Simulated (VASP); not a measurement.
Set up this calculation in VASP 6.6.1, as the native input.

* Task: single point
* Functional: PBEsol
* Potentials or basis: VASP PAW PBE potentials, release 64 (Ni)
* Cutoff: 520 eV
* k mesh: 32 × 32 × 32
* Occupations: gaussian, width 0.1 eV
* Spin: collinear spin, ferromagnetic start
* Starting moments: [1.0] μB
* Further INCAR settings: ALGO = Normal; EDIFF = 1e-06; NBANDS = 15

The structure of Ni lies in POSCAR:

```
Ni
1.0
   -1.3777400000      1.3777400000      1.3777400000
    1.3777400000     -1.3777400000      1.3777400000
    1.3777400000      1.3777400000     -1.3777400000
Ni
1
Direct
    0.0000000000      0.0000000000      0.0000000000
```

This isn't the form of Ni at room conditions, which is fcc.

The input as run:

INCAR

```
PREC     = Accurate       # precision mode
ENCUT    = 520            # plane-wave cutoff, eV
EDIFF    = 1E-6           # SCF threshold, eV
ISMEAR   = 0              # smearing method
SIGMA    = 0.1            # smearing width, eV
LREAL    = False          # projectors in reciprocal space
LASPH    = True           # aspherical terms in the spheres
NELM     = 150            # most SCF steps
ALGO     = Normal         # electronic algorithm
ISIF     = 2              # what is computed and relaxed
LWAVE    = False          # write WAVECAR
LCHARG   = False          # write CHGCAR
ISPIN    = 2              # spin polarisation
MAGMOM   = 1              # initial moments
LORBIT   = 11             # projections on sites
LMAXMIX  = 4              # l up to which the mixer works
GGA      = PS             # functional
NBANDS   = 15             # bands
```

KPOINTS

```
Automatic mesh
0
Gamma
  32 32 32
```

Potentials or basis: VASP PAW PBE potentials, release 64 (Ni).

Run with:

```bash
$ cat potpaw_PBE.64/Ni/POTCAR > POTCAR
$ mpirun -np 1 vasp_std > vasp.out
```

It gave:

| Quantity | Value |
| --- | --- |
| Pressure | 0.0 GPa |
| Band gap on the k mesh | none (metal or under the smearing width) |
| Net moment | 0.52 μB per cell |
| Site moments | Ni +0.52 μB |
| Valence electrons inside the program's atomic spheres | Ni 9.39 |

Caveat: the PAW data sets were made with another functional, which shifts forces and pressure a little.

Run time: 110 s on 1 thread of Intel(R) Xeon(R) 6975P-C (Granite Rapids), with other jobs on the host, peak memory 0.32 GiB.
